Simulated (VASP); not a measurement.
# Si in VASP: notebook

The runs below take Si through work function, with LDA.

All numbers are computed with VASP 6.6.1; they aren't measurements. Logs are shortened: lines on timing, memory, paths and dates and some standing lists are left out, and cuts for length are marked.

## 1. The slab as given

The cell holds a slab with vacuum, 16 atoms: a = 7.641 Å, b = 3.821 Å, c = 24.055 Å, α = 90.00°, β = 90.00°, γ = 90.00°.

The cell was built by a generator and needn't be a form met in nature.

## 2. Work function, LDA

File INCAR:

```
  PREC = Accurate
  ENCUT = 520
  EDIFF = 1E-7
  ISMEAR = 0
  SIGMA = 0.03
  LREAL = F
  LASPH = T
  NELM = 80
  ALGO = Fast
  ISIF = 2
  LWAVE = F
  LCHARG = T
  LDIPOL = T
  IDIPOL = 3
  DIPOL = 0.5 0.5 0.500
  GGA = CA
  LVHAR = T
  LVACPOTAV = T
  KPAR = 4
```

File KPOINTS:

```
Automatic mesh
0
Gamma
  4 7 1
```

File POSCAR:

```
Si                                      
1.0
    7.6410241800      0.0000000000      0.0000000000
    0.0000000000      3.8205120900      0.0000000000
    0.0000000000      0.0000000000     24.0552850000
  Si            
    16
Direct
     0.8589070959828892    0.9999999988687033    0.3316037186457182
     0.5796727382788830    0.9999999978380910    0.2985245676316444
     0.5281175574829425    0.4999999977529150    0.3544777541632284
     0.9988980605232820    0.4999999963924536    0.3627972413851367
     0.2725425620178435    0.4999999975973639    0.4092546871778605
     0.7456755740662202    0.4999999990524429    0.4227111654098274
     0.7553322280856344    0.9999999996426502    0.4778208861761633
     0.2716548668371916    0.9999999976998950    0.4667151554173232
     0.5029389332823383    0.0000000014068147    0.5330032853769183
     0.0232139959650640    0.0000000000354503    0.5230053332974475
     0.0122064582006759    0.5000000024553878    0.5779123448843120
     0.5078309862210301    0.5000000018752810    0.5903012282098519
     0.7757208756596828    0.5000000031205463    0.6401133561785348
     0.2488574835765116    0.5000000021183438    0.6436689981428353
     0.1023678814463838    0.0000000011151522    0.6708684982845317
     0.8160627023734259    0.0000000030285080    0.6972217796186675
```

Potentials or basis: VASP PAW LDA potentials, release 64 (Si).

Command:

```sh
$ cat potpaw_LDA.64/Si/POTCAR > POTCAR
$ mpirun -np 4 vasp_std > vasp.out
```

OUTCAR:

```text
PREC = Accurate
   ENCUT = 520
   EDIFF = 1E-7
   ISMEAR = 0
   LREAL = F
   LASPH = T
   NELM = 80
   ISIF = 2
   GGA = CA

 ion  position               nearest neighbor table
   1  0.859  1.000  0.332-   2 2.28   4 2.31   4 2.31   6 3.03   6 3.03
   2  0.580  1.000  0.299-   1 2.28   3 2.37   3 2.37
   3  0.528  0.500  0.354-   6 2.34   5 2.36   2 2.37   2 2.37
   4  0.999  0.500  0.363-   1 2.31   1 2.31   5 2.37   6 2.41
   5  0.273  0.500  0.409-   3 2.36   8 2.36   8 2.36   4 2.37
   6  0.746  0.500  0.423-   7 2.33   7 2.33   3 2.34   4 2.41   1 3.03   1 3.03
   7  0.755  1.000  0.478-  10 2.32   6 2.33   6 2.33   9 2.34
   8  0.272  1.000  0.467-  10 2.33   5 2.36   5 2.36   9 2.38
   9  0.503  0.000  0.533-   7 2.34  12 2.36  12 2.36   8 2.38
  10  0.023  0.000  0.523-   7 2.32  11 2.32  11 2.32   8 2.33
  11  0.012  0.500  0.578-  10 2.32  10 2.32  13 2.35  14 2.40  15 3.02  15 3.02
  12  0.508  0.500  0.590-   9 2.36   9 2.36  14 2.36  13 2.37
  13  0.776  0.500  0.640-  11 2.35  12 2.37  16 2.37  16 2.37
  14  0.249  0.500  0.644-  15 2.31  15 2.31  12 2.36  11 2.40
  15  0.102  0.000  0.671-  16 2.28  14 2.31  14 2.31  11 3.02  11 3.02
  16  0.816  0.000  0.697-  15 2.28  13 2.37  13 2.37

  LATTYP: Found a simple orthorhombic cell.
 ALAT       =     3.8205120900
 B/A-ratio  =     2.0000000000
 C/A-ratio  =     6.2963509690

  Lattice vectors:

 A1 = (   0.0000000000,  -3.8205120900,   0.0000000000)
 A2 = (   7.6410241800,   0.0000000000,   0.0000000000)
 A3 = (   0.0000000000,   0.0000000000,  24.0552850000)

Analysis of symmetry for initial positions (statically):
=====================================================================
 Subroutine PRICEL returns:
 Original cell was already a primitive cell.

 Routine SETGRP: Setting up the symmetry group for a
 simple orthorhombic supercell.

 Subroutine GETGRP returns: Found  2 space group operations
 (whereof  2 operations were pure point group operations)
 out of a pool of  8 trial point group operations.

The static configuration has the point symmetry C_1h.

Analysis of symmetry for dynamics (positions and initial velocities):
=====================================================================
 Subroutine PRICEL returns:
 Original cell was already a primitive cell.

 Routine SETGRP: Setting up the symmetry group for a
 simple orthorhombic supercell.

 Subroutine GETGRP returns: Found  2 space group operations
[... 129 lines left out ...]
   NELECT =      64.0000    total number of electrons
   NUPDOWN=      -1.0000    fix difference up-down
   EMIN   =  10.00;   EMAX   =-10.00  energy-range for DOS
   EFERMI =   0.00;   METHOD = LEGACY
   ISMEAR =     0;   SIGMA  =   0.03  broadening in eV -4-tet -1-fermi 0-gaus
   EFERMI_NEDOS =   21; number of points for ismear=-14 and -15
   IALGO  =     68    algorithm
   IMIX   =      4    mixing-type and parameters
     AMIX     =   0.40;   BMIX     =  1.00
     AMIX_MAG =   1.60;   BMIX_MAG =  1.00
  volume/ion in A,a.u.               =      43.89       296.18
  Fermi-wavevector in a.u.,A,eV,Ry     =   0.736728  1.392213  7.384801  0.542768
  Thomas-Fermi vector in A             =   1.830237
   LORBIT       =      0    0 simple, 1 ext, 2 COOP (PROOUT), +10 PAW based schemes
   GGA     = CA    functional components
   LHFCALC =     F    Hartree Fock is set to
   AEXX    =    0.0000 exact exchange contribution
   IVDW    =     0    specifies the selected vdW correction
   LEPSILON=     F    determine dielectric tensor
   LRPA    =     F    only Hartree local field effects (RPA)
 non-spin polarized calculation
 RMM-DIIS sequential band-by-band and
 Gauss-broadening in eV      SIGMA  =   0.03
  energy-cutoff  :      520.00
  volume of cell :      702.24
 maximum number of plane-waves:     18952
 NGX is ok and might be reduce to    60
   NGX = 29   NGY = 15   NGZ = 89

 dipolmoment           0.000000      0.000000     -0.000880 electrons x Angstroem

 number of electron      63.9999999 magnetization

 dipolmoment           0.000000      0.000000      0.001012 electrons x Angstroem

 Free energy of the ion-electron system (eV)
  ---------------------------------------------------
  ext. energy  EPLUGINS =         0.00000000
  ---------------------------------------------------
  free energy    TOTEN  =       -90.05828619 eV

  energy without entropy =      -90.05828619  energy(sigma->0) =      -90.05828619

 E-fermi :  -0.0189     XC(G=0):  -4.9885

 val. band max:       -0.1682287461   @ k =   0.5000   0.1429   0.0000
 cond. band min:       0.1321590859   @ k =   0.0000   0.4286   0.0000
 fundamental gap:      0.3003878320
 Fermi energy:        -0.0189454959

 k-point     1 :       0.0000    0.0000    0.0000
  band No.  band energies     occupation
      1     -12.1923      2.00000
      2     -11.7975      2.00000
      3     -10.7226      2.00000
      4     -10.0740      2.00000
      5      -9.9481      2.00000
      6      -9.3686      2.00000
[... 517 lines left out ...]
     40       2.2438      0.00000
     41       2.3461      0.00000

------------------------ aborting loop because EDIFF is reached ----------------------------------------

  FORCE on cell =-STRESS in cart. coord.  units (eV):
  Direction    XX          YY          ZZ          XY          YZ          ZX
  --------------------------------------------------------------------------------------
  -------------------------------------------------------------------------------------
  Total       -4.8064212      0.7322656     -0.0700134      0.0000000      0.0000000     -0.0942023
  in kB      -10.9660128      1.6706887     -0.1597380      0.0000000      0.0000000     -0.2149258
  external PRESSURE =      -3.1516874 kB  Pullay stress =       0.0000000 kB

 VOLUME and BASIS-vectors are now :
 -----------------------------------------------------------------------------
  energy-cutoff  :      520.00
  volume of cell :      702.24
      direct lattice vectors                 reciprocal lattice vectors
     7.641024180  0.000000000  0.000000000     0.130872508  0.000000000  0.000000000
     0.000000000  3.820512090  0.000000000     0.000000000  0.261745016  0.000000000
     0.000000000  0.000000000 24.055285000     0.000000000  0.000000000  0.041570906

 POSITION                                       TOTAL-FORCE (eV/Angst)
 -----------------------------------------------------------------------------------
      6.56293      3.82051      7.97682         0.002747      0.000000      0.002610
      4.42929      3.82051      7.18109         0.000237      0.000000     -0.000660
      4.03536      1.91026      8.52706         0.003396      0.000000      0.003539
      7.63260      1.91026      8.72719         0.006511      0.000000      0.003580
      2.08250      1.91026      9.84474         0.003100      0.000000     -0.000195
      5.69773      1.91026     10.16844         0.007410      0.000000     -0.001007
[... 8 lines left out ...]
      0.78220      0.00000     16.13793         0.002057      0.000000      0.001344
      6.23555      0.00000     16.77187         0.002898      0.000000     -0.002979
 -----------------------------------------------------------------------------------
    total drift:                               -0.000036      0.000000     -0.000091

  FREE ENERGIE OF THE ION-ELECTRON SYSTEM (eV)
  ---------------------------------------------------
  free  energy   TOTEN  =       -90.0582861933 eV

  energy  without entropy=      -90.0582861933  energy(sigma->0) =      -90.05828619

 vacuum level on the upper side and lower side of the slab         4.978         4.972
```

OSZICAR:

```text
N       E                     dE             d eps       ncg     rms          rms(c)
DAV:   1     0.311580812505E+03    0.31158E+03   -0.21352E+04   984   0.116E+03
DAV:   2    -0.616814111564E+02   -0.37326E+03   -0.36190E+03  1355   0.201E+02
DAV:   3    -0.916070065204E+02   -0.29926E+02   -0.29388E+02  1165   0.573E+01
[... 27 lines left out ...]
RMM:  31    -0.900582833136E+02   -0.29204E-05   -0.84833E-07   999   0.222E-03    0.750E-04
RMM:  32    -0.900582845336E+02   -0.12200E-05   -0.94398E-08   704   0.102E-03    0.193E-03
RMM:  33    -0.900582858450E+02   -0.13114E-05   -0.18505E-07   740   0.104E-03    0.161E-03
RMM:  34    -0.900582861067E+02   -0.26164E-06   -0.20792E-07   703   0.111E-03    0.314E-04
RMM:  35    -0.900582861933E+02   -0.86598E-07   -0.53563E-08   585   0.725E-04
   1 F= -.90058286E+02 E0= -.90058286E+02  d E =-.329121E-13
```

stdout:

```text
POSCAR found type information on POSCAR Si
 POSCAR found :  1 types and      16 ions
 scaLAPACK will be used
 LDA part: xc-table for (Slater(with rela. corr.)+CA(PZ))
 , standard interpolation
 POSCAR, INCAR and KPOINTS ok, starting setup
 FFT: planning ... GRIDC
 FFT: planning ... GRID_SOFT
 FFT: planning ... GRID
 WAVECAR not read
 entering main loop
 -----------------------------------------------------------------------------
|                                                                             |
|           W    W    AA    RRRRR   N    N  II  N    N   GGGG   !!!           |
|           W    W   A  A   R    R  NN   N  II  NN   N  G    G  !!!           |
|           W    W  A    A  R    R  N N  N  II  N N  N  G       !!!           |
|           W WW W  AAAAAA  RRRRR   N  N N  II  N  N N  G  GGG   !            |
|           WW  WW  A    A  R   R   N   NN  II  N   NN  G    G                |
|           W    W  A    A  R    R  N    N  II  N    N   GGGG   !!!           |
|                                                                             |
|     Did not find any points to average over, which means that no vacuum     |
|     field-free region was found. Please increase the size of  your cell     |
|     in the dimension of the dipole correction to obtain accurate            |
|     workfunction values.                                                    |
|                                                                             |
 -----------------------------------------------------------------------------
```

Run time: 2 min. Hardware: 4 MPI ranks of AMD EPYC 9R45 (Zen 5), shared host; peak memory 0.58 GiB.

What came out:

```yaml
Free_energy: -90.0583 eV
Largest_force: 0.010 eV/Å
Band_gap_on_the_k_mesh: 0.30 eV, indirect (least direct gap 0.63 eV)
Ionisation_potential_of_the_upper_face: 5.15 eV
```

Forces on the atoms (eV/Å):
```
Si   0.003  0.000  0.003
Si   0.000  0.000 -0.001
Si   0.003  0.000  0.004
Si   0.007  0.000  0.004
Si   0.003  0.000  0.000
Si   0.007  0.000 -0.001
Si  -0.003  0.000 -0.002
Si  -0.001  0.000 -0.005
Si  -0.001  0.000 -0.002
Si  -0.004  0.000  0.006
Si  -0.008  0.000 -0.005
Si  -0.003  0.000 -0.002
Si  -0.003  0.000  0.000
Si  -0.005  0.000  0.004
Si   0.002  0.000  0.001
Si   0.003  0.000 -0.003
```

(Continued in part 2 of 2.)
